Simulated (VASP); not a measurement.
# BAs in VASP: relaxation of cell and atoms with LDA

Aim: the relaxation of cell and atoms of BAs with LDA.

Program: VASP 6.6.1. These are calculated values, not measurements. Logs are shortened: lines on timing, memory, paths and dates and some standing lists are left out, and cuts for length are marked.

## (1) The sheet as given

The cell holds a sheet with vacuum, 2 atoms: a = 3.380 Å, b = 3.380 Å, c = 16.000 Å, α = 90.00°, β = 90.00°, γ = 120.00°.

The cell was built by a generator and needn't be a form met in nature.

## (2) Relaxation of cell and atoms, LDA

Contents of INCAR:

```
PREC = Accurate
ENCUT = 600
EDIFF = 1E-7
ISMEAR = 0
SIGMA = 0.03
LREAL = False
LASPH = True
NELM = 120
ALGO = Normal
ISIF = 3
LWAVE = False
LCHARG = False
GGA = CA
IBRION = 2
NSW = 60
EDIFFG = -0.005
LATTICE_CONSTRAINTS = .TRUE. .TRUE. .FALSE.
KPAR = 2
```

Contents of KPOINTS:

```
regular mesh
0
Gamma
  12 12 1
```

Contents of POSCAR:

```
BAs
1.0
    3.3800000000      0.0000000000      0.0000000000
   -1.6900000000      2.9271658600      0.0000000000
    0.0000000000      0.0000000000     16.0000000000
B As
1 1
Direct
    0.3333330000      0.6666670000      0.5000000000
    0.6666670000      0.3333330000      0.5000000000
```

Potentials or basis: VASP PAW LDA potentials, release 64 (B, As).

On the command line:

```console
> cat potpaw_LDA.64/B/POTCAR potpaw_LDA.64/As/POTCAR > POTCAR
> mpirun -np 2 vasp_std > vasp.out
```

OUTCAR:

```text
PREC = Accurate
   ENCUT = 600
   EDIFF = 1E-7
   ISMEAR = 0
   LREAL = False
   LASPH = True
   NELM = 120
   ISIF = 3
   GGA = CA
   IBRION = 2
   NSW = 60
   EDIFFG = -0.005

 ion  position               nearest neighbor table
   1  0.333  0.667  0.500-   2 1.95   2 1.95   2 1.95
   2  0.667  0.333  0.500-   1 1.95   1 1.95   1 1.95

  LATTYP: Found a hexagonal cell.
 ALAT       =     3.3800000000
 C/A-ratio  =     4.7337278107

  Lattice vectors:

 A1 = (   3.3800000000,   0.0000000000,   0.0000000000)
 A2 = (  -1.6900000000,   2.9271658600,   0.0000000000)
 A3 = (   0.0000000000,   0.0000000000,  16.0000000000)

Analysis of symmetry for initial positions (statically):
=====================================================================
 Subroutine PRICEL returns:
 Original cell was already a primitive cell.

 Routine SETGRP: Setting up the symmetry group for a
 hexagonal supercell.

 Subroutine GETGRP returns: Found 12 space group operations
 (whereof 12 operations were pure point group operations)
 out of a pool of 24 trial point group operations.

The static configuration has the point symmetry D_3h.

Analysis of symmetry for dynamics (positions and initial velocities):
=====================================================================
 Subroutine PRICEL returns:
 Original cell was already a primitive cell.

 Routine SETGRP: Setting up the symmetry group for a
 hexagonal supercell.

 Subroutine GETGRP returns: Found 12 space group operations
 (whereof 12 operations were pure point group operations)
 out of a pool of 24 trial point group operations.

The dynamic configuration has the point symmetry D_3h.

 Subroutine INISYM returns: Found 12 space group operations
 (whereof 12 operations are pure point group operations),
 and found     1 'primitive' translations

----------------------------------------------------------------------------------------

                                     Primitive cell

  volume of cell :     158.3011

  direct lattice vectors                    reciprocal lattice vectors
     3.380000000  0.000000000  0.000000000     0.295857988  0.170813689  0.000000000
    -1.690000000  2.927165860  0.000000000     0.000000000  0.341627379  0.000000000
     0.000000000  0.000000000 16.000000000     0.000000000  0.000000000  0.062500000

  length of vectors
     3.380000000  3.379999996 16.000000000     0.341627378  0.341627379  0.062500000

  position of ions in fractional coordinates (direct lattice)
     0.333333000  0.666667000  0.500000000
     0.666667000  0.333333000  0.500000000

  ion indices of the primitive-cell ions
   primitive index   ion index
                 1           1
                 2           2

----------------------------------------------------------------------------------------

 KPOINTS: regular mesh

Automatic generation of k-mesh.
 Grid dimensions read from file:
 generate k-points for:   12   12    1

 Generating k-lattice:

  Cartesian coordinates                     Fractional coordinates (reciprocal lattice)
     0.024654832  0.014234474  0.000000000     0.083333333  0.000000000  0.000000000
     0.000000000  0.028468948  0.000000000     0.000000000  0.083333333  0.000000000
     0.000000000  0.000000000  0.062500000     0.000000000  0.000000000  1.000000000

  Length of vectors
     0.028468948  0.028468948  0.062500000

  Shift w.r.t. Gamma in fractional coordinates (k-lattice)
     0.000000000  0.000000000  0.000000000

 Subroutine IBZKPT returns following result:
 ===========================================

 Found     19 irreducible k-points:

 Following reciprocal coordinates:
            Coordinates               Weight
  0.000000  0.000000  0.000000      1.000000
  0.083333  0.000000  0.000000      6.000000
  0.166667  0.000000  0.000000      6.000000
  0.250000  0.000000  0.000000      6.000000
  0.333333  0.000000  0.000000      6.000000
  0.416667 -0.000000  0.000000      6.000000
[... 11 lines left out ...]
  0.333333  0.250000  0.000000     12.000000
  0.333333  0.333333  0.000000      2.000000
   k-points           NKPTS =     19   k-points in BZ     NKDIM =     19   number of bands    NBANDS=      8
   number of dos      NEDOS =    301   number of ions     NIONS =      2
   total plane-waves  NPLWV = 100352
   dimension x,y,z NGX =    28 NGY =   28 NGZ =  128
   dimension x,y,z NGXF=    56 NGYF=   56 NGZF=  256
   ions per type =               1   1
   NGX,Y,Z   is equivalent  to a cutoff of  13.77, 13.77, 13.30 a.u.
   NGXF,Y,Z  is equivalent  to a cutoff of  27.54, 27.54, 26.60 a.u.
 SYSTEM =  unknown system
   PREC   = accura    normal or accurate (medium, high low for compatibility)
   ISTART =      0    job   : 0-new  1-cont  2-samecut
   ICHARG =      2    charge: 1-file 2-atom 10-const
   ISPIN  =      1    spin polarized calculation?
   LNONCOLLINEAR =      F non collinear calculations
   LSORBIT =      F    spin-orbit coupling
   LASPH  =      T    aspherical Exc in radial PAW
   ENCUT  =  600.0 eV  44.10 Ry    6.64 a.u.   6.75  6.75 31.96*2*pi/ulx,y,z
   NELM   =    120;   NELMIN=  2; NELMDL= -5     # of ELM steps
   EDIFF  = 0.1E-06   stopping-criterion for ELM
   LREAL  =      F    real-space projection
   EDIFFG = -.5E-02   stopping-criterion for IOM
   NSW    =     60    number of steps for IOM
   IBRION =      2    ionic relax: 0-MD 1-quasi-New 2-CG
   NFREE  =      1    steps in history (QN), initial steepest desc. (CG)
   ISIF   =      3    stress and relaxation
   ISYM   =      2    0-nonsym 1-usesym 2-fastsym
   POTIM  = 0.5000    time-step for ionic-motion
   TEBEG  =    0.0;   TEEND  =   0.0 temperature during run
   PSTRESS=    0.0 pullay stress
   NELECT =       8.0000    total number of electrons
   NUPDOWN=      -1.0000    fix difference up-down
   EMIN   =  10.00;   EMAX   =-10.00  energy-range for DOS
   EFERMI =   0.00;   METHOD = LEGACY
   ISMEAR =     0;   SIGMA  =   0.03  broadening in eV -4-tet -1-fermi 0-gaus
   EFERMI_NEDOS =   21; number of points for ismear=-14 and -15
   IALGO  =     38    algorithm
   IMIX   =      4    mixing-type and parameters
     AMIX     =   0.40;   BMIX     =  1.00
     AMIX_MAG =   1.60;   BMIX_MAG =  1.00
  volume/ion in A,a.u.               =      79.15       534.13
  Fermi-wavevector in a.u.,A,eV,Ry     =   0.605262  1.143780  4.984389  0.366342
  Thomas-Fermi vector in A             =   1.658921
   LORBIT       =      0    0 simple, 1 ext, 2 COOP (PROOUT), +10 PAW based schemes
   GGA     = CA    functional components
   LHFCALC =     F    Hartree Fock is set to
   AEXX    =    0.0000 exact exchange contribution
   IVDW    =     0    specifies the selected vdW correction
   LEPSILON=     F    determine dielectric tensor
   LRPA    =     F    only Hartree local field effects (RPA)
 conjugate gradient relaxation of ions
 non-spin polarized calculation
 Gauss-broadening in eV      SIGMA  =   0.03
  energy-cutoff  :      600.00
  volume of cell :      158.30
 maximum number of plane-waves:      5302
 NGX is ok and might be reduce to    28
   NGX = 13   NGY = 13   NGZ = 63

--------------------------------------- Ionic step        1  -------------------------------------------

 number of electron       8.0000000 magnetization

 Free energy of the ion-electron system (eV)
  ---------------------------------------------------
  ext. energy  EPLUGINS =         0.00000000
  ---------------------------------------------------
  free energy    TOTEN  =       -11.88609248 eV

  energy without entropy =      -11.88609248  energy(sigma->0) =      -11.88609248

------------------------ aborting loop because EDIFF is reached ----------------------------------------

  FORCE on cell =-STRESS in cart. coord.  units (eV):
  Direction    XX          YY          ZZ          XY          YZ          ZX
  --------------------------------------------------------------------------------------
  -------------------------------------------------------------------------------------
  Total       -1.0622050     -1.0622050     -0.0046869      0.0000000      0.0000000      0.0000000
  in kB      -10.7506542    -10.7506541     -0.0474360      0.0000000      0.0000000      0.0000000
  external PRESSURE =      -7.1829148 kB  Pullay stress =       0.0000000 kB

 VOLUME and BASIS-vectors are now :
 -----------------------------------------------------------------------------
  energy-cutoff  :      600.00
  volume of cell :      158.30
      direct lattice vectors                 reciprocal lattice vectors
     3.380000000  0.000000000  0.000000000     0.295857988  0.170813689  0.000000000
    -1.690000000  2.927165860  0.000000000     0.000000000  0.341627379  0.000000000
     0.000000000  0.000000000 16.000000000     0.000000000  0.000000000  0.062500000

 POSITION                                       TOTAL-FORCE (eV/Angst)
 -----------------------------------------------------------------------------------
     -0.00000      1.95144      8.00000        -0.000000      0.000000      0.000000
      1.69000      0.97572      8.00000         0.000000     -0.000000      0.000000
 -----------------------------------------------------------------------------------
    total drift:                               -0.000156      0.000090      0.000000

  FREE ENERGIE OF THE ION-ELECTRON SYSTEM (eV)
  ---------------------------------------------------
  free  energy   TOTEN  =       -11.8860924817 eV
[... 53 lines left out ...]
 VOLUME and BASIS-vectors are now :
 -----------------------------------------------------------------------------
  energy-cutoff  :      600.00
  volume of cell :      155.08
      direct lattice vectors                 reciprocal lattice vectors
     3.345384421  0.000000000  0.000000000     0.298919309  0.172581144  0.000000000
    -1.672692211  2.897187890  0.000000000     0.000000000  0.345162288  0.000000000
     0.000000000  0.000000000 16.000000000     0.000000000  0.000000000  0.062500000

 POSITION                                       TOTAL-FORCE (eV/Angst)
 -----------------------------------------------------------------------------------
     -0.00000      1.93146      8.00000        -0.000000      0.000000      0.000000
      1.67269      0.96573      8.00000         0.000000     -0.000000      0.000000
 -----------------------------------------------------------------------------------
    total drift:                               -0.000149      0.000086      0.000000

  FREE ENERGIE OF THE ION-ELECTRON SYSTEM (eV)
  ---------------------------------------------------
  free  energy   TOTEN  =       -11.8972820859 eV

  energy  without entropy=      -11.8972820859  energy(sigma->0) =      -11.89728209

--------------------------------------- Ionic step        4  -------------------------------------------

 number of electron       8.0000000 magnetization

 Free energy of the ion-electron system (eV)
  ---------------------------------------------------
  ext. energy  EPLUGINS =         0.00000000
  ---------------------------------------------------
  free energy    TOTEN  =       -11.89728329 eV

  energy without entropy =      -11.89728329  energy(sigma->0) =      -11.89728329

 E-fermi :  -3.0003     XC(G=0):  -2.7582

 val. band max:       -3.1798449468   @ k =   0.3333   0.3333   0.0000
 cond. band min:      -2.4660723274   @ k =   0.3333   0.3333   0.0000
 fundamental gap:      0.7137726194
 Fermi energy:        -3.0002537761

 k-point     1 :       0.0000    0.0000    0.0000
  band No.  band energies     occupation
      1     -17.1582      2.00000
      2      -7.2693      2.00000
      3      -4.6889      2.00000
      4      -4.6888      2.00000
      5       0.4492      0.00000
      6       1.0594      0.00000
      7       1.7184      0.00000
      8       1.7203      0.00000

 k-point     2 :       0.0833    0.0000    0.0000
  band No.  band energies     occupation
      1     -17.0599      2.00000
      2      -7.1570      2.00000
      3      -5.3122      2.00000
      4      -4.9081      2.00000
      5       0.5679      0.00000
      6       1.0423      0.00000
      7       1.8359      0.00000
      8       2.1221      0.00000

 k-point     3 :       0.1667    0.0000    0.0000
  band No.  band energies     occupation
      1     -16.7685      2.00000
      2      -6.8231      2.00000
      3      -6.6920      2.00000
      4      -5.4145      2.00000
      5       0.6310      0.00000
      6       0.9354      0.00000
      7       2.1688      0.00000
      8       2.7184      0.00000
[... 187 lines left out ...]
 VOLUME and BASIS-vectors are now :
 -----------------------------------------------------------------------------
  energy-cutoff  :      600.00
  volume of cell :      155.01
      direct lattice vectors                 reciprocal lattice vectors
     3.344692109  0.000000000  0.000000000     0.298981182  0.172616866  0.000000000
    -1.672346055  2.896588330  0.000000000     0.000000000  0.345233732  0.000000000
     0.000000000  0.000000000 16.000000000     0.000000000  0.000000000  0.062500000

 POSITION                                       TOTAL-FORCE (eV/Angst)
 -----------------------------------------------------------------------------------
     -0.00000      1.93106      8.00000         0.000000     -0.000000      0.000000
      1.67235      0.96553      8.00000        -0.000000      0.000000      0.000000
 -----------------------------------------------------------------------------------
    total drift:                               -0.000149      0.000086      0.000000

  FREE ENERGIE OF THE ION-ELECTRON SYSTEM (eV)
  ---------------------------------------------------
  free  energy   TOTEN  =       -11.8972832946 eV

  energy  without entropy=      -11.8972832946  energy(sigma->0) =      -11.89728329

 reached required accuracy - stopping structural energy minimisation
```

Run time: 49 s. Hardware: 2 MPI ranks of Intel Xeon Platinum 8559C (Emerald Rapids), shared host; peak memory 0.25 GiB.

What came out:

```yaml
Free_energy: -11.8973 eV
Relaxed_volume: 77.51 Å³/atom
Relaxed_cell: a = 3.345 Å, b = 3.345 Å, c = 16.000 Å, α = 90.00°, β = 90.00°, γ = 120.00°
Space_group_after_relaxing_to_0.05_Å: P-6m2 (No. 187)
Energy_gained_by_relaxing: 5.6 meV/atom
Ionic_steps: 4
Band_gap_on_the_k_mesh: 0.71 eV, direct
```

Step by step:
```
step  energy change (eV)  largest force (eV/Å)  pressure (GPa)  volume (Å³)
   1              0.0000                0.0000           -0.72       158.30
   2              0.0150                0.0000            1.21       150.29
   3             -0.0112                0.0000           -0.01       155.08
   4             -0.0112                0.0000            0.00       155.01
```

Final structure:
```
B As
1.0
     3.34469    0.00000    0.00000
    -1.67235    2.89659    0.00000
     0.00000    0.00000   16.00000
B As
1 1
Cartesian
  0.0000 1.9311 8.0000
  1.6723 0.9655 8.0000
```

Levels at points of the mesh, in eV from the valence-band top:
| k point | band 1 | band 2 | band 3 | band 4 | band 5 | band 6 | band 7 | band 8 |
| --- | --- | --- | --- | --- | --- | --- | --- | --- |
| (0.00, 0.00, 0.00) | -13.98 | -4.09 | -1.51 | -1.51 | 3.63 | 4.24 | 4.90 | 4.90 |
| (0.50, 0.00, 0.00) | -11.52 | -8.27 | -3.65 | -1.09 | 1.40 | 2.60 | 7.52 | 8.14 |
